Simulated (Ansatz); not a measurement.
Set up this calculation in Ansatz 0.2.0, as the native input.

```
Task                : single point
Functional          : PBE
Potentials or basis : Ansatz PAW
Cutoff              : 420 eV (not typed: the program's choice for these potentials)
k mesh              : 12 × 13 × 11
Occupations         : gaussian, width 0.011 eV
Spin                : no spin polarisation
```

Ir:

```xyz
1
Lattice="0.0645 1.8374 1.7560 1.9418 0.0774 1.7431 2.1728 2.0554 -0.1536" Properties=species:S:1:pos:R:3 pbc="T T T"
Ir    0.0000    0.0000    0.0000
```

This isn't the form of Ir at room conditions, which is fcc.

The cell isn't the ideal one: cell sheared at random, sigma 0.1, atoms nudged by 0.01 Å.

The input as run:

input.yaml

```yaml
crystal:
  lattice:
    - [0.06446927, 1.83735574, 1.75604886]
    - [1.94181314, 0.07743499, 1.74308315]
    - [2.17282487, 2.05540176, -0.15357675]
  atoms:
    - { symbol: Ir, position: [0.0, 0.0, 0.0] }
hamiltonian:
  xc: pbe
  pseudopotentials: { kind: paw }
kpoints:
  mp_grid: { grid: [12, 13, 11] }
scf:
  occupations: { method: gaussian, width: 0.011 }
output:
  forces: true
  stress: true
  eigenvalues: true
```

Potentials or basis: Ansatz PAW.

The run is started by

```bash
$ ansatz run input.yaml --threads 2 --pin off --max-ram 5632MiB --backend cpu --events-out ev --progress --plain --runs-dir out
```

Results of the run:

The pressure is 28.5 GPa and the band gap on the k mesh is none (metal or under the smearing width).

Caveat: a pressure of tens of GPa on the cell as given is suspect, and the run, the potentials or the cell itself is likely at fault.

It took 5.3 s on 2 threads of Intel(R) Xeon(R) Processor @ 2.70GHz (shared host), peak memory 0.45 GiB.
